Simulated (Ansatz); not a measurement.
## Preparing InP (F-43m) as a host crystal

Before any defect goes in: InP (F-43m) at rest, and how it screens a charge.

Calculated with Ansatz 0.2.0; plane-wave PAW DFT, r2SCAN; relaxation of the host's cell and atoms; PAW set soft_1, in the first sound run; inputs show where later runs differ.

This is a report of a sequence of runs, with most program output left out.

In doubt: the program warns that the response may not be converged on this k-mesh (step 3), which bears on dielectric and field responses.

**1. Starting point**

It takes space group F-43m (No. 216, cubic). Conventional cell: a = 5.880 Å, b = 5.880 Å, c = 5.880 Å, α = 90.00°, β = 90.00°, γ = 90.00°. In has 4 P at 2.55 Å nearest. P has 4 In at 2.55 Å nearest. Farther neighbours are not listed.

**2. Host cell relaxation**

Lattice and positions are set free, within the symmetry that the program keeps.

File cell/input.yaml:

```yaml
crystal:
  lattice:
    - [0.0, 2.94, 2.94]
    - [2.94, 0.0, 2.94]
    - [2.94, 2.94, 0.0]
  atoms:
    - { symbol: In, position: [0.0, 0.0, 0.0] }
    - { symbol: P, position: [0.25, 0.25, 0.25] }
basis:
  ecutwfc: 500
  xc_grid: 2
hamiltonian:
  xc: r2scan
  pseudopotentials: { kind: paw, azcp: { folder: soft_1 } }
kpoints:
  mp_grid: { grid: [8, 8, 8] }
scf:
  occupations: { method: fixed }
  max_iter: 100
relax:
  f_tol: 0.005
  max_steps: 60
  cell: {}
output:
  forces: true
  stress: true
checkpoint:
  write: "../cell.run"
  compress: false
  write_wavefunctions: false
  write_every: 100000
```

Run with:

```
ansatz run input.yaml --threads 32 --pin off --max-ram 84787MiB --backend cuda --events-out ev --progress --plain --runs-dir out --max-vram 78GiB
```

It took 2.3 s on 1 × NVIDIA GB200 with 32 threads of Arm Neoverse V2, shared host; peak memory 1.1 GiB; 7 s of CPU time.

Relaxation path:

```csv
step,energy less that of the first step (eV),largest force component (eV/Å),pressure (GPa),volume (Å³)
1,0.0000,0.0000,0.98,50.82
2,-0.0020,0.0000,-0.21,51.70
3,-0.0021,0.0000,0.00,51.54
4*,-0.0022,0.0000,0.00,51.54
```

Relaxation steps marked * repeat the geometry before them on a plane-wave basis chosen anew for their cell, so energy and pressure can jump there.

Forces are held to the 24 operations that the run works with; a distortion that breaks them can't arise in this run.

```csv
"conventional cell, symmetrised",before,after,change
a (Å),5.880,5.908,+0.5 %
b (Å),5.880,5.908,+0.5 %
c (Å),5.880,5.908,+0.5 %
volume (Å³/atom),25.41,25.77,+1.4 %
```

The relaxed structure:

```xyz
2
Lattice="0.0000 2.9538 2.9538 2.9538 0.0000 2.9538 2.9538 2.9538 0.0000" Properties=species:S:1:pos:R:3 pbc="T T T"
In    0.0000    0.0000    0.0000
P     1.4769    1.4769    1.4769
```

This step gave:

| Item | Value |
| --- | --- |
| pressure | -0.004416 GPa |

The relaxation ends with a pressure of 0.00 GPa.

**3. Dielectric tensors of the host**

The response to a uniform electric field gives the electronic dielectric tensor.

This step: plane-wave PAW DFPT, PBEsol; dielectric tensors, Born charges and zone-centre modes of the host; PAW set soft_1 (Ansatz 0.2.0).

File eps/input.yaml:

```yaml
crystal:
  lattice:
    - [0.0, 2.953777328, 2.953777328]
    - [2.953777328, 0.0, 2.953777328]
    - [2.953777328, 2.953777328, 0.0]
  atoms:
    - { symbol: In, position: [0.0, 0.0, 0.0] }
    - { symbol: P, position: [0.25, 0.25, 0.25] }
basis:
  ecutwfc: 420
hamiltonian:
  xc: pbesol
  pseudopotentials: { kind: paw, azcp: { folder: soft_1 }, xc_functional: pbe }
kpoints:
  mp_grid: { grid: [7, 7, 7] }
scf:
  occupations: { method: fixed }
  max_iter: 100
phonons:
  method: dfpt
  dielectric: true
  rigid_motions: translations
```

Run time: 7.9 s. Hardware: 1 × NVIDIA GB200 with 32 threads; peak memory 1.5 GiB; 59 s of CPU time.

Electronic dielectric tensor:

```
11.88  0.00  0.00
 0.00 11.88  0.00
 0.00  0.00 11.88
```

Static dielectric tensor:

```
14.87  0.00  0.00
 0.00 14.87  0.00
 0.00  0.00 14.87
```

The electronic dielectric tensor is isotropic, 11.88. The static dielectric tensor is isotropic, 14.87.

**4. Host on a dense mesh**

This step: plane-wave PAW DFT, r2SCAN; single point of the defect-free host, a test of the k-point sampling; PAW set soft_1 (Ansatz 0.2.0).

File dense/input.yaml:

```yaml
crystal:
  lattice:
    - [0.0, 2.953777328, 2.953777328]
    - [2.953777328, 0.0, 2.953777328]
    - [2.953777328, 2.953777328, 0.0]
  atoms:
    - { symbol: In, position: [0.0, 0.0, 0.0] }
    - { symbol: P, position: [0.25, 0.25, 0.25] }
basis:
  ecutwfc: 500
  xc_grid: 2
hamiltonian:
  xc: r2scan
  pseudopotentials: { kind: paw, azcp: { folder: soft_1 } }
kpoints:
  mp_grid: { grid: [8, 8, 8] }
scf:
  occupations: { method: fermi_dirac, width: 0.01 }
  max_iter: 100
  lower_state_search: "off"
checkpoint:
  write: "../dense.run"
  compress: false
  write_wavefunctions: false
  write_every: 100000
```

Elapsed: 1.6 s, on 1 × NVIDIA GB200 with 32 threads; peak memory 1.1 GiB.

**5. Defect free supercell at the zone centre**

The supercell is run at the zone centre, to see how far that sampling misses the dense mesh.

System of this step: InP (F-43m). The cell holds 54 atoms: 27 In and 27 P. Its edges and angles: a = 12.532 Å, b = 12.532 Å, c = 12.532 Å, α = 60.0°, β = 60.0°, γ = 60.0°.

File pristine.sampling_gamma/input.yaml:

```yaml
crystal:
  lattice:
    - [0.0, 8.8613319841, 8.8613319841]
    - [8.8613319841, 0.0, 8.8613319841]
    - [8.8613319841, 8.8613319841, 0.0]
  atoms:
    - { symbol: In, position: [0.0, 0.0, 0.0] }
    - { symbol: P, position: [0.0833333333, 0.0833333333, 0.0833333333] }
    - { symbol: In, position: [0.0, 0.0, 0.3333333333] }
    - { symbol: P, position: [0.0833333333, 0.0833333333, 0.4166666667] }
    - { symbol: In, position: [0.0, 0.0, 0.6666666667] }
    - { symbol: P, position: [0.0833333333, 0.0833333333, 0.75] }
    - { symbol: In, position: [0.0, 0.3333333333, 0.0] }
    - { symbol: P, position: [0.0833333333, 0.4166666667, 0.0833333333] }
[... 42 atom lines left out ...]
    - { symbol: In, position: [0.6666666667, 0.6666666667, 0.3333333333] }
    - { symbol: P, position: [0.75, 0.75, 0.4166666667] }
    - { symbol: In, position: [0.6666666667, 0.6666666667, 0.6666666667] }
    - { symbol: P, position: [0.75, 0.75, 0.75] }
basis:
  ecutwfc: 500
  xc_grid: 2
hamiltonian:
  xc: r2scan
  pseudopotentials: { kind: paw, azcp: { folder: soft_1 } }
kpoints:
  mp_grid: { grid: [1, 1, 1] }
scf:
  occupations: { method: fermi_dirac, width: 0.01 }
  max_iter: 100
  lower_state_search: "off"
checkpoint:
  write: "../pristine.sampling_gamma.run"
  compress: false
  write_wavefunctions: false
  write_every: 100000
```

Wall time 2 s (1 × NVIDIA GB200 with 32 threads); peak memory 1.3 GiB; 3.9 s of CPU time.

**6. Defect free supercell at the quarter point**

The supercell is run at one point off the zone centre, to see how far that sampling misses the dense mesh.

pristine.sampling_quarter/input.yaml, as its differences from pristine.sampling_gamma/input.yaml of step 5:

```diff
@@ -67,3 +67,3 @@
 kpoints:
-  mp_grid: { grid: [1, 1, 1] }
+  mp_grid: { grid: [1, 1, 1], shift: [0.25, 0.25, 0.25] }
 scf:
@@ -73,3 +73,3 @@
 checkpoint:
-  write: "../pristine.sampling_gamma.run"
+  write: "../pristine.sampling_quarter.run"
   compress: false
```

It took 1.9 s on 1 × NVIDIA GB200 with 32 threads; peak memory 1.4 GiB.

**7. Results**

```yaml
primitive_cell_vectors_lengths: 4.177, 4.177, 4.177 Å
electronic_dielectric_constant: 11.88
static_dielectric_constant: 14.87
gap_on_the_k_mesh_of_the_response_run_pbesol: 0.49 eV
energy_an_atom_at_the_zone_centre_alone_less_that_on_the_dense_mesh: 0.186 eV
energy_an_atom_at_one_point_at_less_that_on_the_dense_mesh: 0.084 eV
```

Step 2: The cell grew by 1.4 % in volume. The k-mesh can miss the band edges, so this gap is an upper bound at this level. All at zero temperature.

[Logs are printed without paths, hosts, clocks, repeated set-up lines and the standing remarks that a program may print on its own settings, such as how far it seeks lower states.]

[Hosts, paths, dates, database ids (printed as entryN), source tags and the programs' standing remarks are cut or masked in the printed files.]

[Runs of the host that timed out are not shown.]

[For some hosts the program warned that the k-mesh of the response run may be too coarse for force constants and the static dielectric constant; such warnings are not always shown.]
